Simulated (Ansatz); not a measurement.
Wanted: the native input for an Ansatz 0.2.0 run.

- Task: single point
- Functional: PBE
- Dispersion: D3(BJ)+ATM
- Potentials or basis: all-electron LAPW, scalar-relativistic
- Cutoff: 182 eV (chosen from the basis error)
- Basis error allowed: 0.00025 eV/atom
- k mesh: 11 × 11 × 11
- Occupations: gaussian, width 0.1 eV
- Spin: collinear spin, random start
- Starting moments: [-0.5] μB
- Other functionals evaluated on the density: revPBE, LDA, PBEsol

Sn:

```xyz
1
Lattice="-1.7265 1.7755 2.3383 1.7265 -1.7755 2.3383 1.7265 1.7755 -2.3383" Properties=species:S:1:pos:R:3 pbc="T T T"
Sn    0.0000    0.0000    0.0000
```

This isn't the form of Sn at room conditions, which is tetragonal (white tin).

These files were run (other wordings do the same):

input.yaml

```yaml
crystal:
  lattice:
    - [-1.726539, 1.775547, 2.338342]
    - [1.726539, -1.775547, 2.338342]
    - [1.726539, 1.775547, -2.338342]
  atoms:
    - { symbol: Sn, position: [0.0, 0.0, 0.0], spin: -0.5 }
kpoints:
  mp_grid: { grid: [11, 11, 11] }
scf:
  occupations: { method: gaussian, width: 0.1 }
hamiltonian:
  xc: pbe
  dispersion: d3bjatm
  pseudopotentials: { kind: all_electron, lapw: { basis_error: 0.00025 } }
magnetization:
  spin_polarized: true
output:
  forces: true
  stress: true
  eigenvalues: true
  xc_energy_on_converged_density: [revpbe, lda, pbesol]
```

Potentials or basis: all-electron LAPW, scalar-relativistic.

Command:

```console
$ ansatz run input.yaml --threads 1 --pin off --max-ram 2560MiB --backend cpu --events-out ev --progress --plain --runs-dir out
```

It gave:

```
Pressure               : -2.9 GPa
Band gap on the k mesh : none (metal or under the smearing width)
Net moment             : 0.00 μB per cell
Absolute moment        : 0.00 μB per cell
```

Caveat: pairwise dispersion overbinds metals, which lowers pressure and volume; the starting moments weren't kept.

Wall time 37 s on 1 thread of Intel(R) Xeon(R) Platinum 8488C (Sapphire Rapids), with other jobs on the host, peak memory 0.58 GiB.
